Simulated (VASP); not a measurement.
# MgTe (P6_3mc) in VASP: single point with PBEsol

Aim: the single point of MgTe with PBEsol.

Program: VASP 6.6.1. These are calculated values, not measurements. Logs are shortened: lines on timing, memory, paths and dates and some standing lists are left out, and cuts for length are marked.

## 1. The crystal as given

The structure is hexagonal, space group P6_3mc (No. 186). Conventional cell: a = 4.562 Å, b = 4.562 Å, c = 7.409 Å, α = 90.00°, β = 90.00°, γ = 120.00°. Mg (site symmetry 3m) is surrounded by 4 Te at 2.79 Å. Te (site symmetry 3m) has 4 Mg at 2.79 Å as nearest neighbours.

The cell is a database's computed one.

## 2. Single point, PBEsol

The input, INCAR:

```
PREC = Accurate
ENCUT = 520
EDIFF = 1E-7
ISMEAR = 0
SIGMA = 0.02
LREAL = False
LASPH = True
NELM = 100
ALGO = Normal
ISIF = 2
LWAVE = False
LCHARG = True
GGA = PS
LELF = True
LVHAR = True
NBANDS = 16
```

The input, KPOINTS:

```
Automatic mesh
0
Gamma
  9 9 4
```

The input, POSCAR:

```
MgTe
1.0
    4.5617935129      0.0000000000      0.0000000000
   -2.2808967565      3.9506290690      0.0000000000
    0.0000000000      0.0000000000      7.4093508375
Mg Te
2 2
Direct
    0.3333333333      0.6666666667      0.9965420005
    0.6666666667      0.3333333333      0.4965420005
    0.3333333333      0.6666666667      0.3734579995
    0.6666666667      0.3333333333      0.8734579995
```

Potentials or basis: VASP PAW PBE potentials, release 64 (Mg, Te).

Run with:

```bash
cat potpaw_PBE.64/Mg/POTCAR potpaw_PBE.64/Te/POTCAR > POTCAR
mpirun -np 1 vasp_std > vasp.out
```

OUTCAR:

```text
PREC = Accurate
   ENCUT = 520
   EDIFF = 1E-7
   ISMEAR = 0
   LREAL = False
   LASPH = True
   NELM = 100
   ISIF = 2
   GGA = PS

 ion  position               nearest neighbor table
   1  0.333  0.667  0.997-   4 2.79   4 2.79   4 2.79   3 2.79
   2  0.667  0.333  0.497-   3 2.79   3 2.79   3 2.79   4 2.79
   3  0.333  0.667  0.373-   2 2.79   2 2.79   2 2.79   1 2.79
   4  0.667  0.333  0.873-   1 2.79   1 2.79   1 2.79   2 2.79

  LATTYP: Found a hexagonal cell.
 ALAT       =     4.5617935129
 C/A-ratio  =     1.6242188114

  Lattice vectors:

 A1 = (   4.5617935129,   0.0000000000,   0.0000000000)
 A2 = (  -2.2808967565,   3.9506290690,   0.0000000000)
 A3 = (   0.0000000000,   0.0000000000,   7.4093508375)

Analysis of symmetry for initial positions (statically):
=====================================================================
 Subroutine PRICEL returns:
 Original cell was already a primitive cell.

 Routine SETGRP: Setting up the symmetry group for a
 hexagonal supercell.

 Subroutine GETGRP returns: Found 12 space group operations
 (whereof  6 operations were pure point group operations)
 out of a pool of 24 trial point group operations.

The static configuration has the point symmetry C_3v.
 The point group associated with its full space group is C_6v.

Analysis of symmetry for dynamics (positions and initial velocities):
=====================================================================
 Subroutine PRICEL returns:
 Original cell was already a primitive cell.

 Routine SETGRP: Setting up the symmetry group for a
 hexagonal supercell.

 Subroutine GETGRP returns: Found 12 space group operations
 (whereof  6 operations were pure point group operations)
 out of a pool of 24 trial point group operations.

The dynamic configuration has the point symmetry C_3v.
 The point group associated with its full space group is C_6v.

 Subroutine INISYM returns: Found 12 space group operations
 (whereof  6 operations are pure point group operations),
 and found     1 'primitive' translations

----------------------------------------------------------------------------------------

                                     Primitive cell

  volume of cell :     133.5310

  direct lattice vectors                    reciprocal lattice vectors
     4.561793513  0.000000000  0.000000000     0.219212026  0.126562122  0.000000000
    -2.280896756  3.950629069  0.000000000     0.000000000  0.253124245  0.000000000
     0.000000000  0.000000000  7.409350837     0.000000000  0.000000000  0.134964590

[... 86 lines left out ...]
   NELM   =    100;   NELMIN=  2; NELMDL= -5     # of ELM steps
   EDIFF  = 0.1E-06   stopping-criterion for ELM
   LREAL  =      F    real-space projection
   EDIFFG = 0.1E-05   stopping-criterion for IOM
   NSW    =      0    number of steps for IOM
   IBRION =     -1    ionic relax: 0-MD 1-quasi-New 2-CG
   NFREE  =      0    steps in history (QN), initial steepest desc. (CG)
   ISIF   =      2    stress and relaxation
   ISYM   =      2    0-nonsym 1-usesym 2-fastsym
   POTIM  = 0.5000    time-step for ionic-motion
   TEBEG  =    0.0;   TEEND  =   0.0 temperature during run
   PSTRESS=    0.0 pullay stress
   NELECT =      16.0000    total number of electrons
   NUPDOWN=      -1.0000    fix difference up-down
   EMIN   =  10.00;   EMAX   =-10.00  energy-range for DOS
   EFERMI =   0.00;   METHOD = LEGACY
   ISMEAR =     0;   SIGMA  =   0.02  broadening in eV -4-tet -1-fermi 0-gaus
   EFERMI_NEDOS =   21; number of points for ismear=-14 and -15
   IALGO  =     38    algorithm
   IMIX   =      4    mixing-type and parameters
     AMIX     =   0.40;   BMIX     =  1.00
     AMIX_MAG =   1.60;   BMIX_MAG =  1.00
  volume/ion in A,a.u.               =      33.38       225.28
  Fermi-wavevector in a.u.,A,eV,Ry     =   0.807088  1.525175  8.862710  0.651391
  Thomas-Fermi vector in A             =   1.915642
   LORBIT       =      0    0 simple, 1 ext, 2 COOP (PROOUT), +10 PAW based schemes
   GGA     = PS    functional components
   LHFCALC =     F    Hartree Fock is set to
   AEXX    =    0.0000 exact exchange contribution
   IVDW    =     0    specifies the selected vdW correction
   LEPSILON=     F    determine dielectric tensor
   LRPA    =     F    only Hartree local field effects (RPA)
 non-spin polarized calculation
 Gauss-broadening in eV      SIGMA  =   0.02
  energy-cutoff  :      520.00
  volume of cell :      133.53
 maximum number of plane-waves:      3652
 NGX is ok and might be reduce to    36
   NGX = 17   NGY = 17   NGZ = 27

 number of electron      16.0000001 magnetization

 Free energy of the ion-electron system (eV)
  ---------------------------------------------------
  ext. energy  EPLUGINS =         0.00000000
  ---------------------------------------------------
  free energy    TOTEN  =       -13.79254756 eV

  energy without entropy =      -13.79254756  energy(sigma->0) =      -13.79254756

 E-fermi :   2.0076     XC(G=0):  -8.0341

 val. band max:        1.8929216792   @ k =   0.0000   0.0000   0.0000
 cond. band min:       4.2807376474   @ k =   0.0000   0.0000   0.0000
 fundamental gap:      2.3878159682
 Fermi energy:         2.0076067190

 k-point     1 :       0.0000    0.0000    0.0000
  band No.  band energies     occupation
      1      -8.3989      2.00000
      2      -7.7787      2.00000
      3      -1.4213      2.00000
      4       1.3776      2.00000
      5       1.3776      2.00000
      6       1.8714      2.00000
[... 433 lines left out ...]
      3      -0.9474      2.00000
      4      -0.9474      2.00000
      5      -0.4179      2.00000
      6       0.2868      2.00000
[... 8 lines left out ...]
     15       9.4852      0.00000
     16       9.7804      0.00000

 [... further k-points ...]
[... 5 lines left out ...]
  --------------------------------------------------------------------------------------
  -------------------------------------------------------------------------------------
  Total        0.0208353      0.0208353      0.0365321     -0.0000000     -0.0000000      0.0000000
  in kB        0.2499935      0.2499935      0.4383315     -0.0000000     -0.0000000      0.0000000
  external PRESSURE =       0.3127728 kB  Pullay stress =       0.0000000 kB

 VOLUME and BASIS-vectors are now :
 -----------------------------------------------------------------------------
  energy-cutoff  :      520.00
  volume of cell :      133.53
      direct lattice vectors                 reciprocal lattice vectors
     4.561793513  0.000000000  0.000000000     0.219212026  0.126562122  0.000000000
    -2.280896756  3.950629069  0.000000000     0.000000000  0.253124245  0.000000000
     0.000000000  0.000000000  7.409350837     0.000000000  0.000000000  0.134964590

 POSITION                                       TOTAL-FORCE (eV/Angst)
 -----------------------------------------------------------------------------------
     -0.00000      2.63375      7.38373        -0.000000     -0.000000      0.000211
      2.28090      1.31688      3.67905         0.000000      0.000000      0.000211
     -0.00000      2.63375      2.76708         0.000000     -0.000000     -0.000211
      2.28090      1.31688      6.47176        -0.000000      0.000000     -0.000211
 -----------------------------------------------------------------------------------
    total drift:                               -0.000000     -0.000000     -0.000598

  FREE ENERGIE OF THE ION-ELECTRON SYSTEM (eV)
  ---------------------------------------------------
  free  energy   TOTEN  =       -13.7925475642 eV

  energy  without entropy=      -13.7925475642  energy(sigma->0) =      -13.79254756
```

OSZICAR:

```text
N       E                     dE             d eps       ncg     rms          rms(c)
DAV:   1     0.526698837343E+02    0.52670E+02   -0.52243E+03  1152   0.762E+02
DAV:   2    -0.965992898049E+01   -0.62330E+02   -0.57170E+02  1568   0.112E+02
DAV:   3    -0.141312087844E+02   -0.44713E+01   -0.44537E+01  1520   0.324E+01
DAV:   4    -0.142184209647E+02   -0.87212E-01   -0.87205E-01  1568   0.535E+00
DAV:   5    -0.142190056323E+02   -0.58467E-03   -0.58467E-03  1584   0.424E-01    0.387E+00
DAV:   6    -0.138563191177E+02    0.36269E+00   -0.38641E-01  1200   0.254E+00    0.253E+00
DAV:   7    -0.137912454328E+02    0.65074E-01   -0.27920E-01  1480   0.215E+00    0.118E+00
DAV:   8    -0.137925089540E+02   -0.12635E-02   -0.15385E-02  1224   0.601E-01    0.191E-01
DAV:   9    -0.137923831083E+02    0.12585E-03   -0.51741E-04  1520   0.132E-01    0.104E-01
DAV:  10    -0.137925522149E+02   -0.16911E-03   -0.22126E-04  1232   0.723E-02    0.165E-02
DAV:  11    -0.137925460441E+02    0.61708E-05   -0.28665E-05  1568   0.227E-02    0.114E-02
DAV:  12    -0.137925475075E+02   -0.14634E-05   -0.43868E-06  1224   0.102E-02    0.639E-03
DAV:  13    -0.137925475642E+02   -0.56735E-07   -0.49002E-07  1600   0.312E-03
   1 F= -.13792548E+02 E0= -.13792548E+02  d E =-.182639E-18
```

stdout:

```text
POSCAR found type information on POSCAR MgTe
 POSCAR found :  2 types and       4 ions
 scaLAPACK will be used
 -----------------------------------------------------------------------------
|                                                                             |
|                                                                             |
|     You enforced a specific xc type in the INCAR file but a different       |
|     I HOPE YOU KNOW WHAT YOU ARE DOING!                                     |
|                                                                             |
 -----------------------------------------------------------------------------

 LDA part: xc-table for (Slater+PW92), standard interpolation
 POSCAR, INCAR and KPOINTS ok, starting setup
 FFT: planning ... GRIDC
 FFT: planning ... GRID_SOFT
 FFT: planning ... GRID
 WAVECAR not read
 entering main loop
```

Run time: 44 s. Hardware: 1 thread of Intel Xeon 6975P-C (Granite Rapids), shared host; peak memory 0.28 GiB.

Results:

```yaml
Free_energy: -13.7925 eV
Pressure: 0.0 GPa
Band_gap_on_the_k_mesh: 2.39 eV, direct
```

Caveat: the PAW data sets were made with another functional, which shifts forces and pressure a little; spin-orbit coupling is left out, which moves the levels of the heavy elements.
